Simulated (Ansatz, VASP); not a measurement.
## Nb in VASP and in Ansatz

The input INCAR:

```
SYSTEM = Nb
PREC = Accurate
ENCUT = 520
EDIFF = 1E-7
ISMEAR = -1
SIGMA = 0.05
LREAL = .False.
LASPH = .True.
NELM = 60
ALGO = Normal
ISIF = 2
LWAVE = .False.
LCHARG = .False.
GGA = PE
NBANDS = 12
```

KPOINTS

```
Automatic mesh
0
Gamma
  11 11 11
  0 0 0
```

The input POSCAR:

```
Nb
1.0
   -1.6548140000      1.6618910000      1.6630990000
    1.6118880000     -1.6697760000      1.6280580000
    1.7028480000      1.7178090000     -1.6709840000
Nb
1
Direct
   -0.0028920000     -0.0076530000      0.0052760000
```

File input.yaml:

```yaml
crystal:
  lattice:
    - [-1.654814, 1.661891, 1.663099]
    - [1.611888, -1.669776, 1.628058]
    - [1.702848, 1.717809, -1.670984]
  atoms:
    - { symbol: Nb, position: [-0.002892, -0.007653, 0.005276] }
hamiltonian:
  xc: pbe
  pseudopotentials: { kind: paw }
kpoints:
  mp_grid: { grid: [11, 11, 11] }
scf:
  occupations: { method: fermi_dirac, width: 0.05 }
output:
  forces: true
  stress: true
  eigenvalues: true
  write_density: true
  write_potential: true
  elf: true
  volumetric_format: npy
```

Change from the starting cell: cell strained at random at fixed volume.

Alike in both runs: task single point; functional PBE; k mesh 11 × 11 × 11; occupations fermi-dirac, width 0.05 eV; no spin polarisation.

|  | VASP | Ansatz |
| --- | --- | --- |
| version | VASP 6.6.1 | Ansatz 0.2.0 |
| potentials or method | VASP PAW PBE potentials, release 64 (Nb_sv) | Ansatz PAW |
| plane-wave cutoff (eV) | 520 | 420 |
| valence electrons in the cell | 13 | 13 |

Ansatz gave:

```
gap on the k mesh at the Fermi level (eV)       : none
pressure (GPa)                                  : -2.1
largest component of the traceless stress (GPa) : 1.45
```

Question: Estimate VASP's values.

Answer: gap on the k mesh at the Fermi level (eV): none; pressure (GPa): -2.4; largest component of the traceless stress (GPa): 1.44.

A gap of «none» marks a metal or a gap that the smearing closes.
